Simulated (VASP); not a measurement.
Wanted: the native input for a VASP 6.6.1 run.

```yaml
Task: G0W0 quasiparticle levels
Functional: PBE
Potentials_or_basis: VASP PAW PBE potentials, release 64 (Ga_d_GW, N_GW)
Cutoff: 450 eV
k_mesh: 3 × 3 × 4
Occupations: gaussian, width 0.01 eV
Spin: no spin polarisation
Cutoff_of_the_response_function: 150
Frequency_points: 48
Empty_bands: 496
GW_scheme: G0W0
GW_iterations: 1
Valence_bands_in_the_BSE: 3
Conduction_bands_in_the_BSE: 6
Further_INCAR_settings: ALGO = BSE; EDIFF = 1e-08; NBANDS = 505
```

GaN:

```
CELL_PARAMETERS angstrom
5.23038 0.00000 0.00000
-2.61519 4.52964 0.00000
0.00000 0.00000 3.39010
ATOMIC_POSITIONS crystal
Ga 0.00000 0.00000 0.50000
N 0.00000 0.00000 0.00000
```

The cell was built by a generator and needn't be a form met in nature.

These files were run (other wordings do the same):

POSCAR

```
GaN
1.0
    5.2303800000      0.0000000000      0.0000000000
   -2.6151900000      4.5296400000      0.0000000000
    0.0000000000      0.0000000000      3.3901000000
Ga N
1 1
Direct
    0.0000000000      0.0000000000      0.5000000000
    0.0000000000      0.0000000000      0.0000000000
```

INCAR.step1

```
SYSTEM = GaN
  ALGO = Fast
  EDIFF = 1E-8
  ENCUT = 450
  GGA = PE
  ISMEAR = 0
  LASPH = .TRUE.
  LCHARG = .FALSE.
  LREAL = .FALSE.
  LWAVE = .TRUE.
  NELM = 60
  PREC = Accurate
  SIGMA = 0.01
```

INCAR.step2

```
SYSTEM = GaN
  ALGO = Exact
  EDIFF = 1E-8
  ENCUT = 450
  GGA = PE
  ISMEAR = 0
  ISTART = 1
  LASPH = .TRUE.
  LCHARG = .FALSE.
  LOPTICS = .TRUE.
  LREAL = .FALSE.
  LWAVE = .TRUE.
  NBANDS = 505
  NELM = 1
  PREC = Accurate
  SIGMA = 0.01
```

INCAR.step3

```
SYSTEM = GaN
  ALGO = EVGW0
  EDIFF = 1E-8
  ENCUT = 450
  ENCUTGW = 150
  GGA = PE
  ISMEAR = 0
  ISTART = 1
  LASPH = .TRUE.
  LCHARG = .FALSE.
  LREAL = .FALSE.
  LWAVE = .TRUE.
  NBANDS = 505
  NBANDSGW = 17
  NELMGW = 1
  NOMEGA = 48
  PREC = Accurate
  PRECFOCK = Fast
  SIGMA = 0.01
```

INCAR.step4

```
SYSTEM = GaN
  ALGO = BSE
  ANTIRES = 0
  EDIFF = 1E-8
  ENCUT = 450
  ENCUTGW = 150
  GGA = PE
  ISMEAR = 0
  ISTART = 1
  LASPH = .TRUE.
  LCHARG = .FALSE.
  LREAL = .FALSE.
  LWAVE = .FALSE.
  NBANDS = 505
  NBANDSO = 3
  NBANDSV = 6
  NBSEEIG = 10
  OMEGAMAX = 20
  PREC = Accurate
  PRECFOCK = Fast
  SIGMA = 0.01
```

KPOINTS

```
k-points
0
G
  3 3 4
  0 0 0
```

Potentials or basis: VASP PAW PBE potentials, release 64 (Ga_d_GW, N_GW).

Command:

```console
$ cat potpaw_PBE.64/Ga_d_GW/POTCAR potpaw_PBE.64/N_GW/POTCAR > POTCAR
$ cp INCAR.step1 INCAR
$ mpirun -np 1 vasp_std > vasp.out
$ cp INCAR.step2 INCAR
$ mpirun -np 1 vasp_std > vasp.out
$ cp INCAR.step3 INCAR
$ mpirun -np 1 vasp_std > vasp.out
$ cp INCAR.step4 INCAR
$ mpirun -np 1 vasp_std > vasp.out
```

Results of the run:

| Quantity | Value |
| --- | --- |
| Band gap on the k mesh, mean-field level | 1.14 eV, indirect (least direct gap 2.84 eV) |
| Quasiparticle gap | 3.41 eV |
| Least direct quasiparticle gap | 5.20 eV |

Caveat: the k mesh is coarse (spacing up to 0.46 Å⁻¹), so the values aren't converged; bands, screening cutoff and mesh are small and nothing is extrapolated, so the quasiparticle values aren't converged; an odd mesh through Γ misses points on the zone boundary, where band edges often lie.

Run time: 8.3 min on 1 thread of AMD EPYC 9R45 96-Core Processor (Zen 5), on a shared host, peak memory 0.89 GiB.
